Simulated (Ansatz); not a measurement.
**Kick test of a cell of Sb**

The cell was relaxed from a distorted copy of a database structure.

The calculation used Ansatz 0.2.0, DFT PBE, scalar-relativistic, plane waves, PAW. Settings: cutoff 420 eV, Γ-centred mesh 18×18×18 on the computed 1-atom cell, Gaussian smearing of 0.10 eV; no spin polarisation.

The cell below (1 atom, space group Pm-3m (No. 221)) is relaxed within its symmetry.

```yaml
crystal:
  lattice:
    - [3.10945, 0.00000, 0.00000]
    - [0.00000, 3.10945, 0.00000]
    - [0.00000, 0.00000, 3.10984]
  atoms:
    - { symbol: Sb, position: [0.00000, 0.00000, 0.50000] }
```

For the test a repeat of it with 4 atoms (edges 3.11, 6.22, 6.22 Å) was strained at random (σ = 1.5 % a component), the atoms were moved at random (σ = 0.10 Å), and all was relaxed again on a coarse 8×4×4 mesh (in the run’s order of axes) with 0.20 eV smearing, with no symmetry imposed.

These runs have no spin–orbit coupling, which can matter for Sb.

Problem. Is the structure stable against such a distortion?

Solution. It returns, within 1 meV/atom of the unmoved cell on that mesh and with the same symmetry when read at 0.1 Å (P-1 at 0.01 Å, so small strains and shifts remain). No instability shows in this cell; modes of other wave vectors, which need another repeat, aren't tested.
